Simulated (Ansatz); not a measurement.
Take a crystal in which Na has been replaced by K on all its sites, with the cell rescaled by a rough guess (in some cases also distorted within its space group) and nothing relaxed:

```
CELL_PARAMETERS angstrom
0.00000 3.14322 3.14322
3.14322 0.00000 3.14322
3.14322 3.14322 0.00000
ATOMIC_POSITIONS crystal
K 0.00000 0.00000 0.00000
Cl 0.50000 0.50000 0.50000
```

All numbers below come from DFT PBEsol, scalar-relativistic, plane waves, PAW (Ansatz 0.2.0).

Settings: cutoff 420 eV, Γ-centred mesh 6×6×6 on the computed 2-atom cell, Gaussian smearing of 0.02 eV; no spin polarisation.

Will this cell want to expand or contract, and how hard?

The pressure is -0.4 GPa (positive in compression), so the cell would contract.

Is it a metal on this mesh?

No: the gap is 5.04 eV, the least direct gap 5.04 eV.

What is its energy against the elements in their standard states?

-2.000 eV/atom at this unrelaxed geometry, with the elements in the same functional.